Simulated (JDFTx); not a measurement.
Runs of JDFTx 1.7.0 (patched build) on MgB2. The structure is hexagonal, space group P6/mmm (No. 191). The conventional cell has a = 3.085 Å, b = 3.085 Å, c = 3.523 Å, α = 90.00°, β = 90.00°, γ = 120.00°. Mg (site symmetry 6/mmm) is surrounded by 12 B at 2.51 Å. Around B (site symmetry -6m2) lie 3 B at 1.78 Å. 

| task | level | potentials or basis | cell | k mesh | cutoff (eV) | local potential set to -Z/r beyond | further solve for the empty bands | pseudo rcut | mesh quality | gap on the mesh (eV) | pressure (GPa) | V0 of scaled cells (Å³/atom) | relaxed volume (Å³/atom) | B0 (GPa) |
| --- | --- | --- | --- | --- | --- | --- | --- | --- | --- | --- | --- | --- | --- | --- |
| relaxation of cell and atoms | PBE | PseudoDojo-SR-PBE-0.5-stringent with smoothed tails | relaxed | 6 × 6 × 5 | 1143 | 6 bohr | no | 6 | coarse | none | 0.0 | - | 9.56 | - |
| equation of state | PBE | PseudoDojo-SR-PBE-0.5-standard | as given | 10 × 10 × 8 | 1143 | - | - | - | not flagged | - | - | 9.62 | - | (c) |
| equation of state | PBEsol | PseudoDojo-SR-PBEsol-0.4.1-standard with smoothed tails | as given | 10 × 10 × 8 | 1143 | 6 bohr | - | 6 | not flagged | - | - | (b) | - | 155 |
| single point | PBEsol | PseudoDojo-SR-PBEsol-0.4.1-standard with smoothed tails | as given | 10 × 10 × 8 | 1143 | 6 bohr | yes | 6 | not flagged | none | (a) | - | - | - |
| single point | PBE | PseudoDojo-SR-PBE-0.5-standard | as given | 5 × 5 × 4 | 1143 | - | yes | - | coarse | none | -1.3 | - | - | - |
| relaxation of cell and atoms | PBE+D2 | PseudoDojo-SR-PBE-0.5-standard | relaxed | 10 × 10 × 8 | 1143 | - | no | - | not flagged | none | 0.0 | - | 9.37 | - |
| relaxation of cell and atoms | RPBE | PseudoDojo-SR-PBE-0.5-standard | relaxed | 10 × 10 × 8 | 1143 | - | no | - | not flagged | none | 0.0 | - | 9.75 | - |
| relaxation of cell and atoms | PBE | SG15-PBE-1.2 with smoothed tails | relaxed | 6 × 6 × 5 | 1088 | 6 bohr | no | 6 | coarse | none | 0.0 | - | 9.52 | - |

Alike in all rows: no spin polarisation; smearing fermi-dirac 0.05 eV.

**Question.** Fill in the values left out.

**Answer.** (a) -2.7; (b) 9.51; (c) 152.

Caveats: some runs use coarse meshes; the cell was scaled at fixed shape and fractional positions, which overstates the stiffness of a crystal with free parameters, most of all of layers and chains (some runs); pairwise dispersion overbinds metals, which lowers pressure and volume (some runs); the potentials were made for another functional, which shifts forces and pressure (some runs).

A k mesh can miss the band edges.

A gap of «none» marks a metal or a gap under the smearing width.

Not every run made on this cell is shown here.
